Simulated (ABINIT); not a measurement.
# BP (F-43m): G0W0 with ABINIT, start to end, part 2 of 3

How does a plane-wave GW calculation on BP (F-43m) run from the first input to the gap?

ABINIT 10.8.3; LDA and many-body steps on it, plane waves. Known limits of the many-body steps: not at the basis limit.

So far. Step 2 (Ground state): The gap is indirect, with the least direct gap 2.16 eV higher.

**3. Bands along the symmetry lines**

Level of this step: DFT, LDA, plane waves, norm-conserving pseudopotentials (ABINIT).

The cheap functional maps the bands first; the places of the edges decide which points the dearer methods must see.

Input file run.abi:

```
acell 3*1.0 Angstrom
rprim 
  0.000000000000 2.269000000000 2.269000000000
  2.269000000000 0.000000000000 2.269000000000
  2.269000000000 2.269000000000 0.000000000000
ntypat 2
znucl 5 15
natom 2
typat 1 2
xred 
  0.000000000000 0.000000000000 0.000000000000
  0.250000000000 0.250000000000 0.250000000000
pp_dirpath "pseudos"
pseudos "B.upf, P.upf"
ecut 34
iscf -2
irdden 1
kptopt 0
nkpt 50
kpt 
  0.00000000 0.00000000 0.00000000
  -0.06250000 -0.06250000 0.00000000
  -0.12500000 -0.12500000 0.00000000
  -0.18750000 -0.18750000 0.00000000
  -0.25000000 -0.25000000 0.00000000
  -0.31250000 -0.31250000 0.00000000
  -0.37500000 -0.37500000 0.00000000
  -0.43750000 -0.43750000 0.00000000
  -0.50000000 -0.50000000 0.00000000
  -0.48437500 -0.48437500 0.03125000
  -0.46875000 -0.46875000 0.06250000
  -0.45312500 -0.45312500 0.09375000
  -0.43750000 -0.43750000 0.12500000
  -0.42187500 -0.42187500 0.15625000
  -0.40625000 -0.40625000 0.18750000
  -0.39062500 -0.39062500 0.21875000
  -0.37500000 -0.37500000 0.25000000
  -0.37500000 0.00000000 0.37500000
  -0.32812500 0.00000000 0.32812500
  -0.28125000 0.00000000 0.28125000
  -0.23437500 0.00000000 0.23437500
  -0.18750000 0.00000000 0.18750000
  -0.14062500 0.00000000 0.14062500
  -0.09375000 0.00000000 0.09375000
  -0.04687500 0.00000000 0.04687500
  0.00000000 0.00000000 0.00000000
  0.00000000 0.00000000 0.06250000
  0.00000000 0.00000000 0.12500000
  0.00000000 0.00000000 0.18750000
  0.00000000 0.00000000 0.25000000
  0.00000000 0.00000000 0.31250000
  0.00000000 0.00000000 0.37500000
  0.00000000 0.00000000 0.43750000
  0.00000000 0.00000000 0.50000000
  -0.06250000 -0.03125000 0.46875000
  -0.12500000 -0.06250000 0.43750000
  -0.18750000 -0.09375000 0.40625000
  -0.25000000 -0.12500000 0.37500000
  -0.31250000 -0.15625000 0.34375000
  -0.37500000 -0.18750000 0.31250000
  -0.43750000 -0.21875000 0.28125000
  -0.50000000 -0.25000000 0.25000000
  -0.50000000 -0.28125000 0.21875000
  -0.50000000 -0.31250000 0.18750000
  -0.50000000 -0.34375000 0.15625000
  -0.50000000 -0.37500000 0.12500000
  -0.50000000 -0.40625000 0.09375000
  -0.50000000 -0.43750000 0.06250000
  -0.50000000 -0.46875000 0.03125000
  -0.50000000 -0.50000000 0.00000000
istwfk *1
nband 14
nbdbuf 5
tolwfr 1e-07
nstep 50
prtwf 0
prtvol 0
indata_prefix "in"
outdata_prefix "out"
tmpdata_prefix "tmp"
```

Command:

```sh
> OMP_NUM_THREADS=1 mpirun -n 4 abinit run.abi > log
```

Numbers of over 12 decimals in the logs are rounded to 6 here.

The log of the run:

```text
.Version 10.8.3 of ABINIT. v10.8.2 released Aug 2026.

 Symmetries : space group F-4 3 m (#216); Bravais cF (face-center cubic)
[... echo of the input left out ...]
== DATASET  1 ==================================================================
-   mpi_nproc: 4, omp_nthreads: 1 (-1 if OMP is not activated)

--- !DatasetInfo
iteration_state: {dtset: 1, }
dimensions: {natom: 2, nkpt: 50, mband: 14, nsppol: 1, nspinor: 1, nspden: 1, mpw: 1524, }
cutoff_energies: {ecut:  34.0, pawecutdg:  -1.0, }
electrons: {nelect:   8.00000000E+00, charge:   0.00000000E+00, occopt:   1.00000000E+00, tsmear:   1.00000000E-02, }

 Real(R)+Recip(G) space primitive vectors, cartesian coordinates (Bohr,Bohr^-1):
 R(1)=  0.0000000  4.2877886  4.2877886  G(1)= -0.1166102  0.1166102  0.1166102
 R(2)=  4.2877886  0.0000000  4.2877886  G(2)=  0.1166102 -0.1166102  0.1166102
 R(3)=  4.2877886  4.2877886  0.0000000  G(3)=  0.1166102  0.1166102 -0.1166102
 Unit cell volume ucvol=  1.5766311E+02 bohr^3
 Angles (23,13,12)=  6.00000000E+01  6.00000000E+01  6.00000000E+01 degrees

 getcut: wavevector=  0.0000  0.0000  0.0000  ngfft=  32  32  32
         ecut(hartree)=     34.000   => boxcut(ratio)=   2.01047

--- Pseudopotential description ------------------------------------------------
- B Generated using ONCVPSP code by D. R. Hamann
-  5.00000   3.00000  180309                  znucl, zion, pspdat
12 -1012 1 -1 1498                            pspcod,pspxc,lmax,lloc,mmax
     nproj     2     2     0
  pspatm : epsatm=    3.19369156
         --- l  ekb(1:nproj) -->
             0    8.437831    1.245441
             1   -3.670611   -0.766497
 pspatm: atomic psp has been read  and splines computed

- P Generated using ONCVPSP code by D. R. Hamann
- 15.00000   5.00000  180309                  znucl, zion, pspdat
12 -1012 2 -1 1298                            pspcod,pspxc,lmax,lloc,mmax
     nproj     2     2     2
  pspatm : epsatm=    7.03163270
         --- l  ekb(1:nproj) -->
             0    6.795192    1.078292
[...]
pspatm: atomic psp has been read  and splines computed

--------------------------------------------------------------------------------

================================================================================
 prteigrs : about to open file out_EIG
 Non-SCF case, kpt    1 (  0.00000  0.00000  0.00000), residuals and eigenvalues=
  2.33E-08  4.99E-08  9.13E-08  3.15E-08  3.07E-08  4.41E-08  3.36E-08  8.24E-09
  6.34E-08  3.30E-08  2.98E-08  4.12E-08  5.79E-08  6.34E-08
 -2.9912E-01  2.6676E-01  2.6676E-01  2.6676E-01  3.9121E-01  3.9121E-01
  3.9121E-01  5.3650E-01  6.8092E-01  7.1072E-01  7.1072E-01  8.3855E-01
  8.3855E-01  8.3855E-01
 Non-SCF case, kpt    2 ( -0.06250 -0.06250  0.00000), residuals and eigenvalues=
  3.66E-08  2.26E-08  1.48E-08  2.64E-08  3.45E-08  3.63E-08  5.93E-08  3.89E-08
[...]
8.4531E-01  8.6524E-01
 Non-SCF case, kpt    3 ( -0.12500 -0.12500  0.00000), residuals and eigenvalues=
  3.59E-08  8.01E-08  4.76E-08  6.79E-08  3.83E-08  3.31E-08  2.86E-08  2.25E-08
[...]
8.6548E-01  9.0484E-01
[...]
Non-SCF case, kpt   49 ( -0.50000 -0.46875  0.03125), residuals and eigenvalues=
[...]
9.5415E-01  1.1045E+00
 Non-SCF case, kpt   50 ( -0.50000 -0.50000  0.00000), residuals and eigenvalues=
[...]
9.3963E-01  1.1007E+00

--- !ResultsGS
iteration_state: {dtset: 1, }
comment   : Summary of ground state results
lattice_vectors:
- [  0.0000000,   4.2877886,   4.2877886, ]
- [  4.2877886,   0.0000000,   4.2877886, ]
- [  4.2877886,   4.2877886,   0.0000000, ]
lattice_lengths: [   6.06385,    6.06385,    6.06385, ]
lattice_angles: [ 60.000,  60.000,  60.000, ] # degrees, (23, 13, 12)
lattice_volume:   1.5766311E+02
convergence: {deltae:  0.000E+00, res2:  0.000E+00, residm:  9.928E-08, diffor:  0.000E+00, }
etotal    :  -9.94533338E+00
entropy   :   0.00000000E+00
fermie    :   2.66764467E-01
cartesian_stress_tensor: null
pressure_GPa: null
xred      :
- [  0.0000E+00,   0.0000E+00,   0.0000E+00,  B]
- [  2.5000E-01,   2.5000E-01,   2.5000E-01,  P]
cartesian_forces: null
force_length_stats: {min: null, max: null, mean: null, }

 Integrated electronic density in atomic spheres:
 ------------------------------------------------
 Atom  Sphere_radius  Integrated_density
[...]
================================================================================

 ----iterations are completed or convergence reached----

 Mean square residual over all n,k,spin=   45.066E-09; max=  99.278E-09
 reduced coordinates (array xred) for    2 atoms
       0.000000000000      0.000000000000      0.000000000000
       0.250000000000      0.250000000000      0.250000000000

 cartesian coordinates (angstrom) at end:
    1      0.000000     0.000000     0.000000
    2      1.134500     1.134500     1.134500
 length scales=  1.889726125908  1.889726125908  1.889726125908 bohr
              =  1.000000000000  1.000000000000  1.000000000000 angstroms
 prteigrs : about to open file out_EIG
 Eigenvalues (hartree) for nkpt=  50  k points:
 kpt#   1, nband= 14, wtk=  1.00000, kpt=  0.0000  0.0000  0.0000 (reduced coord)
[...]
kpt#   2, nband= 14, wtk=  1.00000, kpt= -0.0625 -0.0625  0.0000 (reduced coord)
[...]
kpt#   3, nband= 14, wtk=  1.00000, kpt= -0.1250 -0.1250  0.0000 (reduced coord)
[...]
kpt#  49, nband= 14, wtk=  1.00000, kpt= -0.5000 -0.4687  0.0313 (reduced coord)
  -0.12143   -0.04451    0.11341    0.11349    0.31938    0.32871    0.70084    0.70447
   0.80853    0.86211    0.90769    0.93886    0.95415    1.10453
 kpt#  50, nband= 14, wtk=  1.00000, kpt= -0.5000 -0.5000  0.0000 (reduced coord)
  -0.12178   -0.04508    0.11594    0.11594    0.31518    0.32410    0.70559    0.70559
   0.81688    0.87170    0.92061    0.92061    0.93963    1.10067

== END DATASET(S) ==============================================================
================================================================================

 -outvars: echo values of variables after computation  --------
            nband          14
             nkpt          50
          spgroup         216
 [... the other variables as echoed above ...]

 Calculation completed.
```

Run time: 4 s. Hardware: 4 MPI ranks of Arm Neoverse V1, shared host; peak memory 0.24 GiB; 16 s of CPU time.

Numbers from this step:

```
gap                        : 1.211 eV
k of the valence top       : 0, 0, 0
k of the conduction bottom : -0.4375, -0.4375, 0
least direct gap           : 3.386 eV
```

The gap is 1.211 eV, −0.018 eV from the run before at this level.

Electronic bands along the path, in eV, zero at the top of the highest filled band; v1 is the highest filled band, c1 the lowest empty one:

| point | v4 | v3 | v2 | v1 | c1 | c2 | c3 | c4 |
| --- | --- | --- | --- | --- | --- | --- | --- | --- |
| Γ | -15.40 | 0.00 | 0.00 | 0.00 | 3.39 | 3.39 | 3.39 | 7.34 |
| halfway | -13.92 | -3.64 | -2.72 | -2.72 | 1.77 | 4.88 | 7.65 | 7.65 |
| X | -10.57 | -8.49 | -4.10 | -4.10 | 1.32 | 1.56 | 11.94 | 11.94 |
| halfway | -10.51 | -8.37 | -5.06 | -3.95 | 1.59 | 2.93 | 11.22 | 11.51 |
| U | -10.56 | -8.06 | -6.24 | -3.49 | 2.09 | 5.92 | 9.63 | 10.51 |
| jump to K | -10.56 | -8.06 | -6.24 | -3.49 | 2.09 | 5.92 | 9.63 | 10.51 |
| halfway | -13.75 | -4.87 | -3.87 | -1.08 | 4.52 | 5.06 | 6.09 | 8.21 |
| Γ | -15.40 | 0.00 | 0.00 | 0.00 | 3.39 | 3.39 | 3.39 | 7.34 |
| halfway | -14.29 | -4.82 | -1.11 | -1.11 | 3.97 | 4.74 | 4.74 | 9.49 |
| L | -12.07 | -9.01 | -1.75 | -1.75 | 3.77 | 4.68 | 4.68 | 9.94 |
| halfway | -11.42 | -8.41 | -4.50 | -3.11 | 4.12 | 5.17 | 8.24 | 9.66 |
| W | -10.29 | -7.94 | -5.68 | -5.49 | 5.25 | 6.67 | 7.16 | 7.45 |
| halfway | -10.44 | -8.26 | -4.92 | -4.87 | 2.86 | 3.28 | 10.13 | 10.88 |
| X | -10.57 | -8.49 | -4.10 | -4.10 | 1.32 | 1.56 | 11.94 | 11.94 |

The electronic bands as a text plot (rows in eV, shown from -8.0 to 7.2 only):

```
    6.9 |                   ++++                     +    +
    6.3 |    +                +++                       ++
    5.6 |                 +                         +  +   +
    5.0 |  ++ ++         +      +++         +++++++++++  ++++
    4.4 |                       +++++      +      ++  +++   +
    3.7 | +     ++      +     ++   +++  ++++++++++++++
    3.1 |++            +    ++        ++                     +
    2.5 |  +++    +        +                                  +
    1.8 |     ++   ++++++++                                    ++
    1.2 |       +++++++                                         +
    0.6 |
   -0.1 |**                        ******
   -0.7 |                        **  *  ****
   -1.3 |  **                   *  **       ****
   -2.0 |    *                **   **    **     *****
   -2.6 |    ***            **   **                 **
   -3.2 |       **        **     **        *          *
   -3.9 |     **  ********      *                    * *        *
   -4.5 |             *                     *         * *     **
   -5.1 |       **     **     ***                      * * ***
   -5.8 |                *  ****                        ****
   -6.4 |         *       **                 **
   -7.0 |                   **
   -7.7 |          **      *                   *        ****
         Γ           X  U|K            Γ         L        W     X
```

**4. Empty states on the mesh, 6×6×6 mesh, 124 bands**

The sums over transitions need many empty states on a uniform mesh; this step solves for them.

Input file run.abi:

```
acell 3*1.0 Angstrom
rprim 
  0.000000000000 2.269000000000 2.269000000000
  2.269000000000 0.000000000000 2.269000000000
  2.269000000000 2.269000000000 0.000000000000
ntypat 2
znucl 5 15
natom 2
typat 1 2
xred 
  0.000000000000 0.000000000000 0.000000000000
  0.250000000000 0.250000000000 0.250000000000
pp_dirpath "pseudos"
pseudos "B.upf, P.upf"
ecut 34
ngkpt 6 6 6
nshiftk 1
shiftk 0 0 0
kptopt 1
chksymbreak 0
irdden 1
istwfk *1
nband 124
prtvol 0
optdriver 6
gwr_task "HDIAGO"
paral_kgb 0
occopt 1
indata_prefix "in"
outdata_prefix "out"
tmpdata_prefix "tmp"
```

The log of the run:

```text
[banner, memory and clock lines left out]
.Version 10.8.3 of ABINIT. v10.8.2 released Aug 2026.

 Symmetries : space group F-4 3 m (#216); Bravais cF (face-center cubic)
[... echo of the input left out ...]
== DATASET  1 ==================================================================
-   mpi_nproc: 4, omp_nthreads: 1 (-1 if OMP is not activated)

--- !DatasetInfo
iteration_state: {dtset: 1, }
dimensions: {natom: 2, nkpt: 16, mband: 124, nsppol: 1, nspinor: 1, nspden: 1, mpw: 1524, }
cutoff_energies: {ecut:  34.0, pawecutdg:  -1.0, }
electrons: {nelect:   8.00000000E+00, charge:   0.00000000E+00, occopt:   1.00000000E+00, tsmear:   1.00000000E-02, }

.Using double precision arithmetic; gwpc =  8

- Reading GS density from: in_DEN

--- Pseudopotential description ------------------------------------------------
- B Generated using ONCVPSP code by D. R. Hamann
-  5.00000   3.00000  180309                  znucl, zion, pspdat
12 -1012 1 -1 1498                            pspcod,pspxc,lmax,lloc,mmax
     nproj     2     2     0
  pspatm : epsatm=    3.19369156
         --- l  ekb(1:nproj) -->
             0    8.437831    1.245441
             1   -3.670611   -0.766497
 pspatm: atomic psp has been read  and splines computed

- P Generated using ONCVPSP code by D. R. Hamann
- 15.00000   5.00000  180309                  znucl, zion, pspdat
12 -1012 2 -1 1298                            pspcod,pspxc,lmax,lloc,mmax
     nproj     2     2     2
  pspatm : epsatm=    7.03163270
         --- l  ekb(1:nproj) -->
             0    6.795192    1.078292
             1    3.452929    0.907117
             2   -3.024864   -0.802189
 pspatm: atomic psp has been read  and splines computed

   8.18025940E+01                                ecore*ucvol(ha*bohr**3)

 Total charge density [el/Bohr^3]
)     Maximum=    1.4328E-01  at reduced coord.    0.1563    0.1563    0.5313
)     Minimum=    9.3231E-04  at reduced coord.    0.2500    0.2500    0.2500
   Integrated=    8.0000E+00

 === KS gaps after direct diagonalization ===
 Indirect band gap semiconductor
 Fundamental gap:     1.318 (eV)
   VBM:     7.259 (eV) at k: [ 0.0000E+00,  0.0000E+00,  0.0000E+00]
   CBM:     8.577 (eV) at k: [ 5.0000E-01,  5.0000E-01,  0.0000E+00]
 Direct gap:         3.386 (eV) at k: [ 0.0000E+00,  0.0000E+00,  0.0000E+00]

== END DATASET(S) ==============================================================

 -outvars: echo values of variables after computation  --------
           etotal      0.0000000000E+00
            nband         124
             nkpt          16
          spgroup         216
 [... the other variables as echoed above ...]

 Calculation completed.
```

It took 14 s on 4 MPI ranks; peak memory 0.73 GiB.

Numbers from this step:

```yaml
gap: 1.318 eV
k_of_the_valence_top: 0, 0, 0
k_of_the_conduction_bottom: 0.5, 0.5, 0
least_direct_gap: 3.386 eV
k_points_computed: 16
lowest_point_of_the_top_converged_band_above_the_valence_top: 146.4513 eV
```

On this mesh the gap is 1.318 eV. The earlier step found 1.229 eV, so this mesh misses an edge.

**5. Screening, 6×6×6 mesh, 116 bands, screening to 244.9 eV**

The RPA dielectric matrix is built and inverted for each q.

This step: RPA screening on LDA, plane waves, norm-conserving pseudopotentials.

Changes to run.abi since step 4:

```diff
@@ -20,10 +20,11 @@
 chksymbreak 0
-irdden 1
 istwfk *1
-nband 124
-prtvol 0
-optdriver 6
-gwr_task "HDIAGO"
-paral_kgb 0
 occopt 1
+irdwfk 1
+optdriver 3
+nband 116
+ecuteps 9
+inclvkb 2
+awtr 1
+symchi 1
 indata_prefix "in"
```

The log of the run:

```text
.Version 10.8.3 of ABINIT. v10.8.2 released Aug 2026.

 Symmetries : space group F-4 3 m (#216); Bravais cF (face-center cubic)
[... echo of the input left out ...]
== DATASET  1 ==================================================================
-   mpi_nproc: 4, omp_nthreads: 1 (-1 if OMP is not activated)

--- !DatasetInfo
iteration_state: {dtset: 1, }
dimensions: {natom: 2, nkpt: 16, mband: 116, nsppol: 1, nspinor: 1, nspden: 1, mpw: 1524, }
cutoff_energies: {ecut:  34.0, pawecutdg:  -1.0, }
electrons: {nelect:   8.00000000E+00, charge:   0.00000000E+00, occopt:   1.00000000E+00, tsmear:   1.00000000E-02, }

 SCREENING: Calculation of the susceptibility and dielectric matrices

 Based on a program developped by R.W. Godby, V. Olevano, G. Onida, and L. Reining.
 Incorporated in ABINIT by V. Olevano, G.-M. Rignanese, and M. Torrent.
.Using double precision arithmetic ; gwpc =  8

[... cell and pseudopotentials left out ...]
--------------------------------------------------------------------------------

 ==== K-mesh for the wavefunctions ====
 Number of points in the irreducible wedge :    16
[... list of points left out ...]
 Together with 24 symmetry operations and time-reversal symmetry
 yields   216 points in the full Brillouin Zone.

 ==== Q-mesh for the screening function ====
 Number of points in the irreducible wedge :    16
[... list of points left out ...]
 Together with 24 symmetry operations and time-reversal symmetry
 yields   216 points in the full Brillouin Zone.

 setmesh: FFT mesh size selected  =    24x   24x   24
          total number of points  =        13824

 vcoul_init : cutoff-mode = AUXILIARY_FUNCTION
 q-points for optical limit:   1
     1)      0.000010    0.000020    0.000030

- screening: taking advantage of time-reversal symmetry
- Maximum band index for partially occupied states nbvw = 4
- Remaining bands to be divided among processors   nbcw = 112
- Number of bands treated by each node ~28

 Number of electrons calculated from density =    8.0000; Expected =    8.0000
 average of density, n =  0.050741
 r_s =    1.6757
 omega_plasma =   21.7288 [eV]

 calculating chi0 at frequencies [eV] :
  1    0.000000E+00    0.000000E+00
  2    0.000000E+00    2.172879E+01

--------------------------------------------------------------------------------
  q-point number  1        q = ( 0.000000, 0.000000, 0.000000) [r.l.u.]
--------------------------------------------------------------------------------
[... chi0 elements left out ...]
 For q-point:  0.000010 0.000020 0.000030
  dielectric constant =   9.8911
  dielectric constant without local fields =  10.8132

  Average fulfillment of the sum rule on Im[epsilon] for q-point    1 :     92.28  [%]
[... wings left out ...]
  q-point number  2        q = ( 0.166667, 0.000000, 0.000000) [r.l.u.]
--------------------------------------------------------------------------------
[... chi0 elements left out ...]
  Average fulfillment of the sum rule on Im[epsilon] for q-point    2 :     94.97  [%]

 [... 14 further q-points ...]
```

It took 52 s on 4 MPI ranks; peak memory 0.82 GiB; 3.5 min of CPU time.

This step gave:

| Quantity | Value |
| --- | --- |
| ε∞ with local fields, on this mesh, along the program's q direction | 9.891 |
| the same without local fields | 10.81 |
| plasma frequency | 21.73 eV |
| plane waves in the screening matrix | 181 |

Local fields lower ε∞ by 9 %.

[end of part 2 of 3]

[Paths, hosts, dates, memory and timing lines, banners, echoed tables and standing remarks are left out of the program output.]

[Logs are printed without paths, hosts, clocks, repeated set-up lines and the standing remarks that a program may print on its own settings, such as how far it seeks lower states.]

[Runs of the session that timed out or met a known fault of the program may be left out.]

[Hosts, paths, dates, database ids (printed as entryN), source tags and the programs' standing remarks are cut or masked in the printed files.]

[G0W0 gaps are taken among the corrected bands and points alone; a level outside them can change the order at an edge.]

[Where Ansatz stands beside ABINIT at settings called matched, ABINIT's density can come from a denser mesh and the files from another edition; pairs whose starting gaps differed by over 0.03 eV were left out, so agreement reads better than it is.]
